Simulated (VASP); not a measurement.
Input of a VASP 6.6.1 run:

Contents of INCAR:

```
PREC     = Accurate       # precision mode
ENCUT    = 520            # plane-wave cutoff, eV
EDIFF    = 1E-8           # SCF threshold, eV
ISMEAR   = 0              # smearing method
SIGMA    = 0.02           # smearing width, eV
LREAL    = False          # projectors in reciprocal space
LASPH    = True           # aspherical terms in the spheres
NELM     = 60             # most SCF steps
ALGO     = Fast           # electronic algorithm
ISIF     = 2              # what is computed and relaxed
LWAVE    = False          # write WAVECAR
LCHARG   = False          # write CHGCAR
GGA      = PE             # functional
LEPSILON = True           # dielectric tensor by DFPT
IBRION   = 8              # ionic algorithm
KPAR     = 4
```

File KPOINTS:

```
regular mesh
0
Gamma
  8 8 4
```

File POSCAR:

```
Si
1.0
    3.8313174605      0.0000000000      0.0000000000
   -1.9156587303      3.3180182508      0.0000000000
    0.0000000000      0.0000000000      6.3326220002
Si
4
Direct
    0.6666666667      0.3333333333      0.9369905000
    0.3333333333      0.6666666667      0.4369905000
    0.6666666667      0.3333333333      0.5630095000
    0.3333333333      0.6666666667      0.0630095000
```

Potentials or basis: VASP PAW PBE potentials, release 64 (Si).

The run is started by

```console
$ cat potpaw_PBE.64/Si/POTCAR > POTCAR
$ mpirun -np 4 vasp_std > vasp.out
```

(1) What does it give for the electronic dielectric tensor (diagonal)?

(2) Estimate the Born charges (mean of the diagonal).

(3) What does it give for the highest phonon frequency at Γ?

(4) Predict the band gap on the k mesh.

Results:

(1) 13.57, 13.57, 13.32.

(2) Si +0.00 e.

(3) 506 cm⁻¹.

(4) 0.42 eV, indirect (least direct gap 1.03 eV).

Caveat: the gap is small at this level, which inflates the dielectric constant.
